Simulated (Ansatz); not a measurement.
# HfSiO4 (Hafnon) (I4_1/amd) in Ansatz: single point with PBE0

Aim: the single point of HfSiO4 (Hafnon) with PBE0.

Program: Ansatz 0.2.0. These are calculated values, not measurements. Logs are shortened: lines on timing, memory, paths and dates and some standing lists are left out, and cuts for length are marked.

### Step 1. The crystal as given

Symmetry: I4_1/amd, No. 141, tetragonal system. The conventional cell has a = 6.572 Å, b = 6.572 Å, c = 5.963 Å, α = 90.00°, β = 90.00°, γ = 90.00°. Around Hf (site symmetry -4m2) lie 8 O at 2.11 to 2.26 Å. Si (site symmetry -4m2) is surrounded by 4 O at 1.62 Å. O (site symmetry m) has 1 Si at 1.62 Å as nearest neighbours.

### Step 2. Single point, PBE0

input reads:

```
crystal:
  lattice:
    - [-3.28625, 3.28625, 2.9816]
    - [3.28625, -3.28625, 2.9816]
    - [3.28625, 3.28625, -2.9816]
  atoms:
    - { symbol: Hf, position: [0.0, 0.0, 0.0] }
    - { symbol: Hf, position: [0.75, 0.25, 0.5] }
    - { symbol: Si, position: [0.5, 0.5, 0.0] }
    - { symbol: Si, position: [0.25, 0.75, 0.5] }
    - { symbol: O, position: [0.6802, 0.4957, 0.8155] }
    - { symbol: O, position: [0.2457, 0.9302, 0.3155] }
    - { symbol: O, position: [0.6802, 0.8647, 0.1845] }
    - { symbol: O, position: [0.6147, 0.9302, 0.6845] }
    - { symbol: O, position: [0.0698, 0.3853, 0.3155] }
    - { symbol: O, position: [0.5043, 0.3198, 0.1845] }
    - { symbol: O, position: [0.0698, 0.7543, 0.6845] }
    - { symbol: O, position: [0.1353, 0.3198, 0.8155] }
hamiltonian:
  xc: pbe0
  pseudopotentials: { kind: paw }
kpoints:
  mp_grid: { grid: [4, 4, 4] }
scf:
  occupations: { method: fermi_dirac, width: 0.05 }
output:
  forces: true
  stress: true
  eigenvalues: true
```

Potentials or basis: Ansatz PAW.

The program printed:

```text
Warning: output.stress: scf.convergence.dr2_threshold = 1e-7 eV (the SCF's general default) is looser than the 1.2e-9 eV advised for a printed stress (1e-10 eV for each atom of the cell: 12). What an SCF threshold leaves in a stress goes as its square root, and in the free energy as the threshold itself, and one threshold admits the most on a small cell: of the crystals measured, under no hybrid functional and no lock of the moments, on runs that ended without the residual-converged pass, on stresses that held no estimate of that error, the worst erred by over 100 MPa in a component at 1e-7 eV an atom and by under 5 at 1e-10. Set scf.convergence.dr2_threshold to 1.2e-9 eV or tighter. The threshold is an SCF's pass mark: one that does not reach it within its budget of iterations ends unconverged, or closes short of it on a stop that the run arms, and scf.convergence.dr2_threshold's page says what that costs each kind of run
Warning: output.stress: scf.exx.energy_threshold = 1e-6 eV is looser than the 1.2e-7 eV advised for a stress under a hybrid functional (1e-8 eV for each atom of the cell: 12). Every SCF of the exchange loop can meet its threshold on dr2 while the loop round them stops early: no threshold on dr2 bounds what that leaves in the stress. Set scf.exx.energy_threshold to 1.2e-7 eV or tighter. The threshold is the loop's pass mark: a loop that does not reach it within its budget of cycles ends unconverged, and scf.exx.energy_threshold's page has the law
GPUs: using 1 of 1 available (devices: 1).
Engine: ansatz 0.2.0, x86_64-unknown-linux-gnu
Pseudopotentials: kind: paw
Pseudopotential: Hf, paw, valence charge 26, recommended cutoff 420 eV (normal), Hf.paw.azcp
Pseudopotential: Si, paw, valence charge 4, recommended cutoff 420 eV (normal), Si.paw.azcp
Pseudopotential: O, paw, valence charge 6, recommended cutoff 420 eV (normal), O.paw.azcp
Functional definition: PBE0
  parameter a = 0.25
  parameter kappa = 0.804
  parameter beta = 0.06672455060314922
  exchange = (1 - a)*pbe_x(kappa = kappa, mu = beta*pi^2/3) + a*exact_x
  correlation = pbe_c(beta = beta)
device memory: the entry about to start is reckoned to put 2.3 GiB on a device that reports 67.1 GiB free (of which the cap on the GPU budget leaves the run 18.0 GiB)
GPU FFT provider: cuFFT
GPU libraries: cuBLAS 13.8.2, cuFFT 12.4.0, cuSOLVER 12.3.4
Crystal: 12 atoms, lattice volume = 128.798 Å³
Basis set: ecut = 420 eV, 2513 PW (Γ), exchange–correlation on 80×80×80 points (8 copies of the dense FFT grid, shifted against one another)
Bands: 66, of which v1, the nominal top of the filled ones, is band 54 counted from 1 (53 counted from 0)
Symmetry: 16 space group operations
Space group: I41/amd (ITA 141), of the structure as read, at distance tolerance 5.1e-5 Å
k-points: 13 of 64
Non-local potential: Hf, projectors of the file, l = 0: 3, l = 1: 2, l = 2: 2, l = 3: 3
Non-local potential: Si, projectors of the file, l = 0: 2, l = 1: 2, l = 2: 2
Non-local potential: O, projectors of the file, l = 0: 2, l = 1: 2, l = 2: 1
PAW form: soft (Blöchl's): semilocal exchange-correlation on the pseudo side does not see the compensation charge
PAW frozen core: Hf, regenerated for the run's functional, and the local potential with it (the file was generated under x = pbe(κ = 0.804, μ = 0.2195149727645171), c = pbe(β = 0.06672455060314922))
PAW frozen core: Si, regenerated for the run's functional, and the local potential with it (the file was generated under x = pbe(κ = 0.804, μ = 0.2195149727645171), c = pbe(β = 0.06672455060314922))
PAW frozen core: O, regenerated for the run's functional, and the local potential with it (the file was generated under x = pbe(κ = 0.804, μ = 0.2195149727645171), c = pbe(β = 0.06672455060314922))
PAW one-centre angular grid: Hf, 590 points (default); XC on 64 Gauss nodes
PAW one-centre angular grid: Si, 110 points (default); XC on 64 Gauss nodes
PAW one-centre angular grid: O, 110 points (default); XC on 64 Gauss nodes
Initial density: superposition of atomic densities (neutral atoms: chi_scale 0, normalization atom), corrected by the library's trained network
Initial wavefunctions: pseudopotential atomic-orbital guess
GPU buffer pool allocated for 64000 grid points (all kernels)
GPU transforms: local potential and band sums: pruned to the plane-wave sphere, on 40×40×40
Functional: x = pbe(κ = 0.804, μ = 0.2195149727645171), c = pbe(β = 0.06672455060314922), warm-up for x = 0.75 pbe(κ = 0.804, μ = 0.2195149727645171) + 0.25 exact, c = pbe(β = 0.06672455060314922)
SCF iter   1: F=—  HF=-37271.655055 eV  |F-HF|=—  |Δ(HF+E_count)|=         —  Δρ=2.18e-3  dr2=4.22e-3  ethr=1.77e-3  ⟨swp⟩=7.8  Hψ=3612  notcnv=1
preconditioner: auto → none  [insulator: Δε(μ)=5.438 eV  Ē_g=17.707 eV  σ=0.050 eV  W_gap=1.00  n_scr=42 (ndim 8)  ℏωp=33.4 eV  f_vac=0.044  D(μ)=0.00/eV (n_scr^D=0)]
SCF iter   2: F=-37271.657615 eV  HF=-37271.658085 eV  |F-HF|=4.70e-4  |Δ(HF+E_count)|=   3.03e-3  Δρ=1.21e-3  dr2=1.22e-3  ethr=3.91e-6  ⟨swp⟩=5.8  Hψ=3008  notcnv=0  defer=4
SCF 1 stopped early in 2 iterations: F = -37271.657615 eV  dr2 = 1.22e-3
[... 32 lines left out ...]
SCF iter   3: F=—  HF=-37269.354353 eV  |F-HF|=—  |Δ(HF+E_count)|=   1.81e-7  Δρ=1.74e-5  dr2=1.21e-7  ethr=6.61e-10  ⟨swp⟩=3.0  Hψ=1767  notcnv=0
SCF iter   4: F=—  HF=-37269.354353 eV  |F-HF|=—  |Δ(HF+E_count)|=   3.90e-7  Δρ=5.88e-6  dr2=3.07e-8  ethr=7.58e-11  ⟨swp⟩=5.7  Hψ=2586  notcnv=0  defer=2
SCF iter   5: F=-37269.354353 eV  HF=-37269.354353 eV  |F-HF|=1.09e-10  |Δ(HF+E_count)|=   9.71e-9  Δρ=6.05e-7  dr2=7.64e-10  ethr=2.68e-11  ⟨swp⟩=3.0  Hψ=1956  notcnv=0
SCF 3 converged in 5 iterations: F = -37269.354353 eV  dr2 = 7.64e-10
  Residual-converged pass: ⟨swp⟩=3.2  Hψ=2155  notcnv=0  max |occ|·‖R‖ = 1.1e-6 eV (tolerance 1.1e-6 eV)  dr2=7.62e-10  dr2_onsite=5.99e-11  max |Δocc| = 0.0e0
hybrid outer 2: dexx = +4.613e-6 eV, tail = 5.39e-7 eV, Δε = 6.93e-3 eV (about 3.70e-4 eV left of the loop's levels), ΔF = 5.32e-3 eV/Å (tail 1.74e-3)
GPU FFT provider: cuFFT
GPU libraries: cuBLAS 13.8.2, cuFFT 12.4.0, cuSOLVER 12.3.4
GPU buffer pool allocated for 64000 grid points (all kernels)
GPU transforms: local potential and band sums: pruned to the plane-wave sphere, on 40×40×40
Exchange kernel: α = 0.2500, full range, Wigner–Seitz truncation, v(0) = 14146.4496 eV·Å³, q-mesh 4×4×4, nearest image of the exchange supercell L = 22.09 Å, pair-density grid 24×24×24, without the augmentation charges, whose exchange is taken in its separable form by FFT convolution over the k-point mesh (sized by the pseudopotential files, 32×32×32 at the most), smooth part of the exact exchange by density-matrix convolution in up to 3.96 GiB of GPU memory as planned if the GPU has room (build and FFT work areas not counted)
Frozen-core exchange: fock
SCF iter   1: F=—  HF=-37269.354353 eV  |F-HF|=—  |Δ(HF+E_count)|=         —  Δρ=3.83e-6  dr2=5.09e-9  ethr=2.49e-9  ⟨swp⟩=7.3  Hψ=1915  notcnv=0
preconditioner: auto → none  [insulator: Δε(μ)=8.057 eV  Ē_g=21.532 eV  σ=0.050 eV  W_gap=1.00  n_scr=42 (ndim 8)  ℏωp=33.4 eV  f_vac=0.053  D(μ)=0.00/eV (n_scr^D=0)]
SCF iter   2: F=-37269.354353 eV  HF=-37269.354353 eV  |F-HF|=3.86e-10  |Δ(HF+E_count)|=  8.88e-10  Δρ=1.32e-6  dr2=1.09e-9  ethr=4.25e-12  ⟨swp⟩=4.0  Hψ=2447  notcnv=0
SCF 4 converged in 2 iterations: F = -37269.354353 eV  dr2 = 1.09e-9
  Residual-converged pass: ⟨swp⟩=2.0  Hψ=1417  notcnv=0  max |occ|·‖R‖ = 2.3e-6 eV (tolerance 2.4e-6 eV)  dr2=1.10e-9  dr2_onsite=2.16e-10  max |Δocc| = 0.0e0
hybrid outer 3: dexx = +3.908e-9 eV, tail = 3.28e-9 eV, Δε = 1.19e-4 eV (about 2.19e-5 eV left of the loop's levels), ΔF = 1.65e-5 eV/Å (tail 1.03e-4)
hybrid SCF converged: 3 outer / 14 inner (+2 warm-up), last move |dexx| = 3.91e-9 eV, tail = 3.28e-9 eV
Stability not checked: this state was not tested for a lower state beside it, because the functional holds exact exchange (a hybrid, or Hartree-Fock), whose exchange loop this test does not read (fock_operator; see scf.lower_state_search)
Free energy (F): -37269.354353 eV
Frozen-core exchange: fock
Harris-Foulkes:  -37269.354353 eV  (|F-HF|=3.86e-10)
Internal energy: -37269.354353 eV  (E = F + TS)
E sigma→0 (E₀):  -37269.354353 eV
Fermi energy:    12.442114 eV
--- Per-component energies (eV) ---
  E_band       = -510.686567
  E_kinetic    = 2350.119200
  E_local      = -15909.559999  (includes V_loc(G=0)·N_el)
  E_nonlocal   = -2090.985217
  E_hartree    = 7113.607832
  E_xc         = -1003.864111
  E_vxc        = -1067.279130  (∫ρ·V_xc dr)
  E_exx        = -446.613515  (= α·E_x^exact, valence–valence)
  E_paw        = -15972.575442  (= ΣΔE_a)
  E_vpaw       = 2873.010726  (= ΣTr[D̂ρ^β])
  E_aug_tail   = 0.019892  (compensation charges beyond the density's cutoff)
  E_ewald      = -11311.411650
  E_core_change = 1.908657  (= ΣΔE_core)
  E_smearing   = -0.000000  (= −TS)
  E_closure    = 0.000001  (closes the sum)
  Σ components = -37269.354353   (vs F -37269.354353, Δ=0.00e0)
--- Forces (eV/Å), atoms counted from 1 ---
  atom   1  Hf    -0.00000000    -0.00000000    -0.00000000
  atom   2  Hf     0.00000000     0.00000000     0.00000000
  atom   3  Si     0.00000000    -0.00000000     0.00000000
  atom   4  Si    -0.00000000     0.00000000    -0.00000000
  atom   5  O      0.04282420    -0.00000000    -0.00149756
  atom   6  O      0.00000000     0.04282420    -0.00149756
  atom   7  O     -0.04282420    -0.00000000    -0.00149756
  atom   8  O      0.00000000    -0.04282420    -0.00149756
  atom   9  O      0.04282420    -0.00000000     0.00149756
  atom  10  O     -0.00000000    -0.04282420     0.00149756
  atom  11  O     -0.04282420    -0.00000000     0.00149756
  atom  12  O     -0.00000000     0.04282420     0.00149756
  max |Σ_I F_I| component: 1.73e-18 eV/Å
--- Stress (GPa, compression-positive) ---
        1.167779       0.000000       0.000000
        0.000000       1.167779      -0.000000
        0.000000      -0.000000       0.537533
  P = ⅓ Tr σ = 0.9577 GPa (9.577 kbar)
--- Band table (eV; the first three rows and the last of 13) ---
  k-point 0: bands = ["-54.4692", "-54.4588", "-21.9572", "-21.9572", "-21.8473", "-21.8309", "-21.7310", "-21.7310", "-12.3673", "-11.2598", "-10.4090", "-10.2469", "-9.7937", "-9.7937", "-9.6841", "-9.6841", "-4.3715", "-4.3714", "-4.3713", "-4.3713", "-4.3552", "-4.3552", "-4.3479", "-4.3479", "-4.3464", "-4.3406", "-4.3348", "-4.3348", "-4.3329", "-4.3329", "0.2662", "1.9548", "2.3011", "2.7875", "2.7875", "3.6095", "3.8884", "4.0673", "4.9934", "5.1888", "5.1888", "5.4103", "5.8953", "5.8953", "6.7911", "6.7911", "7.6087", "7.6478", "7.6478", "7.8065", "7.8575", "7.9042", "7.9042", "8.4507", "16.9663", "17.2159", "17.2764", "17.3800", "17.3800", "18.2670", "18.5293", "18.5293", "18.5624", "19.3801", "20.5580", "21.1764"]
  k-point 1: bands = ["-54.4677", "-54.4603", "-21.9648", "-21.9269", "-21.8784", "-21.8040", "-21.7673", "-21.7188", "-12.1300", "-11.2944", "-10.3097", "-10.1965", "-9.9201", "-9.8993", "-9.8687", "-9.7885", "-4.3745", "-4.3731", "-4.3693", "-4.3654", "-4.3613", "-4.3530", "-4.3528", "-4.3486", "-4.3482", "-4.3465", "-4.3462", "-4.3362", "-4.3330", "-4.3316", "0.7965", "2.3571", "2.6822", "2.7081", "2.8508", "4.0397", "4.1734", "4.2449", "4.3766", "4.4835", "5.3756", "5.5171", "5.6767", "5.9131", "6.6558", "6.9740", "7.1682", "7.3667", "7.4289", "7.5483", "7.6046", "7.7640", "7.8608", "8.1910", "16.7396", "16.7593", "17.2774", "17.3562", "18.1904", "18.1969", "18.3215", "18.8875", "19.0152", "20.1906", "20.8720", "21.2401"]
  k-point 2: bands = ["-54.4640", "-54.4640", "-21.9417", "-21.9417", "-21.8501", "-21.8501", "-21.7410", "-21.7410", "-11.6044", "-11.6044", "-10.1084", "-10.1084", "-10.0847", "-10.0847", "-9.9881", "-9.9881", "-4.3704", "-4.3704", "-4.3700", "-4.3700", "-4.3617", "-4.3617", "-4.3580", "-4.3580", "-4.3488", "-4.3488", "-4.3399", "-4.3399", "-4.3330", "-4.3330", "1.9523", "1.9523", "3.2851", "3.2851", "3.2967", "3.2967", "3.7449", "3.7449", "4.9020", "4.9020", "5.3360", "5.3360", "5.8048", "5.8048", "6.3031", "6.3031", "7.0545", "7.0545", "7.4462", "7.4462", "7.5008", "7.5008", "7.8323", "7.8323", "16.5122", "16.5122", "17.6629", "17.6629", "17.6894", "17.6894", "19.1439", "19.1439", "20.3757", "20.3757", "20.6733", "20.6733"]
  k-point 12: bands = ["-54.4640", "-54.4640", "-21.9755", "-21.9755", "-21.8410", "-21.8410", "-21.7154", "-21.7154", "-11.7532", "-11.7532", "-10.4296", "-10.4296", "-9.8010", "-9.8010", "-9.6916", "-9.6916", "-4.3738", "-4.3738", "-4.3639", "-4.3639", "-4.3564", "-4.3564", "-4.3546", "-4.3546", "-4.3485", "-4.3485", "-4.3428", "-4.3428", "-4.3262", "-4.3262", "1.1085", "1.1085", "2.8899", "2.8899", "3.3675", "3.3675", "4.5351", "4.5351", "5.2655", "5.2655", "5.3033", "5.3033", "6.4454", "6.4454", "6.5620", "6.5620", "6.9472", "6.9472", "6.9904", "6.9904", "7.3119", "7.3119", "7.5780", "7.5780", "17.4222", "17.4222", "17.7813", "17.7813", "17.9618", "17.9618", "18.5653", "18.5653", "19.6549", "19.6549", "20.9333", "20.9333"]
```

Run time: 29 s. Hardware: 1 × NVIDIA H100 80GB HBM3 with 2 threads of AMD EPYC 7R13 (Zen 3), shared host; peak memory 2.9 GiB.

What came out:

```yaml
Free_energy: -37269.3544 eV
Pressure: 1.0 GPa
Largest_force: 0.043 eV/Å
Band_gap_on_the_k_mesh: 8.06 eV, indirect (least direct gap 8.50 eV)
```

Forces in eV/Å, atoms in the order of the input:
```
Hf   0.000  0.000  0.000
Hf   0.000  0.000  0.000
Si   0.000  0.000  0.000
Si   0.000  0.000  0.000
O    0.043  0.000 -0.001
O    0.000  0.043 -0.001
O   -0.043  0.000 -0.001
O    0.000 -0.043 -0.001
O    0.043  0.000  0.001
O    0.000 -0.043  0.001
O   -0.043  0.000  0.001
O    0.000  0.043  0.001
```

Stress tensor (GPa, compression positive):
```
1.17 0.00 0.00
0.00 1.17 0.00
0.00 0.00 0.54
```

Caveat: the pressure holds a Pulay correction of +0.6 GPa for the finite cutoff; spin-orbit coupling is left out, which moves the levels of the heavy elements; the PAW data sets come from PBE, with cores solved anew for the run's functional, which leaves a small shift of forces and pressure; the thresholds are loose for stress.
